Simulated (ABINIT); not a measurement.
The system is CdTe.

```xyz
2
Lattice="0.0000 3.2050 3.2050 3.2050 0.0000 3.2050 3.2050 3.2050 0.0000" Properties=species:S:1:pos:R:3 pbc="T T T"
Te    4.8075    4.8075    4.8075
Cd    0.0000    0.0000    0.0000
```

| Item | Value |
| --- | --- |
| Program | ABINIT 10.8.3 (patched build) |
| Task | relaxation of cell and atoms |
| Functional | PBEsol |
| Potentials or basis | PseudoDojo NC SR PBEsol v0.4.1 standard |
| Cutoff | 1388 eV |
| k mesh | 5 × 5 × 5 |
| Occupations | fermi-dirac, width 0.05 eV |
| Spin | no spin polarisation |

At the start: pressure 1.8 GPa; volume 32.92 Å³/atom.

How do energy, volume and symmetry change on relaxing?

Over 4 steps the energy falls by 7.5 meV/atom and the volume is 34.27 Å³/atom (+4.1 %); space group F-43m (No. 216, to 0.05 Å).

Step by step:
| step | energy change (eV) | largest force (eV/Å) | pressure (GPa) | volume (Å³) |
| --- | --- | --- | --- | --- |
| 1 | 0.0000 | 0.0000 | 1.83 | 65.84 |
| 2 | -0.0039 | 0.0000 | 1.56 | 66.21 |
| 3 | -0.0149 | 0.0000 | 0.08 | 68.43 |
| 4 | -0.0149 | 0.0000 | 0.00 | 68.55 |

Final structure:
```yaml
crystal:
  lattice:
    - [0.00000, 3.24826, 3.24826]
    - [3.24826, 0.00000, 3.24826]
    - [3.24826, 3.24826, 0.00000]
  atoms:
    - { symbol: Te, position: [0.75000, 0.75000, 0.75000] }
    - { symbol: Cd, position: [0.00000, 0.00000, 0.00000] }
```
